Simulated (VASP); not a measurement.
## CoSi: single point with PBE

Crystal: CoSi.

```
Co Si
1.0
     4.43800    0.00000    0.00000
     0.00000    4.43800    0.00000
     0.00000    0.00000    4.43800
Co Si
4 4
Direct
  0.14000 0.14000 0.14000
  0.36000 0.86000 0.64000
  0.64000 0.36000 0.86000
  0.86000 0.64000 0.36000
  0.84300 0.84300 0.84300
  0.65700 0.15700 0.34300
  0.34300 0.65700 0.15700
  0.15700 0.34300 0.65700
```

| Quantity | Value |
| --- | --- |
| Program | VASP 6.6.1 |
| Task | single point |
| Functional | PBE |
| Potentials or basis | VASP PAW PBE potentials, release 64 (Co, Si) |
| Cutoff | 600 eV |
| k mesh | 8 × 8 × 8 |
| Occupations | methfessel-paxton, width 0.1 eV |
| Spin | no spin polarisation |

```yaml
Pressure: -0.4 GPa
Largest_force: 0.273 eV/Å
Band_gap_on_the_k_mesh: none (metal or under the smearing width)
```

Forces on the atoms (eV/Å):
```
Co   0.158  0.158  0.158
Co  -0.158 -0.158  0.158
Co   0.158 -0.158 -0.158
Co  -0.158  0.158 -0.158
Si  -0.021 -0.021 -0.021
Si   0.021  0.021 -0.021
Si  -0.021  0.021  0.021
Si   0.021 -0.021  0.021
```

Levels at points of the mesh, in eV from the Fermi level:
| k point | band 24 | band 25 | band 26 | band 27 | band 28 | band 29 |
| --- | --- | --- | --- | --- | --- | --- |
| (0.00, 0.00, 0.00) | -0.76 | 0.00 | 0.00 | 0.00 | 2.47 | 2.47 |
| (0.50, 0.00, 0.00) | -0.66 | -0.46 | -0.46 | 1.00 | 1.00 | 1.47 |
| (0.50, 0.50, 0.00) | -1.00 | -0.02 | -0.02 | 0.57 | 0.57 | 2.00 |
| (0.50, 0.50, 0.50) | -1.21 | -0.20 | -0.20 | -0.20 | -0.20 | 5.35 |

Wall time 20 s on 4 MPI ranks on AMD EPYC 9R45 96-Core Processor (Zen 5), on a shared host, peak memory 0.27 GiB a rank.

Spin polarisation is off, so any magnetic state and its effect on volume and gap are missing.
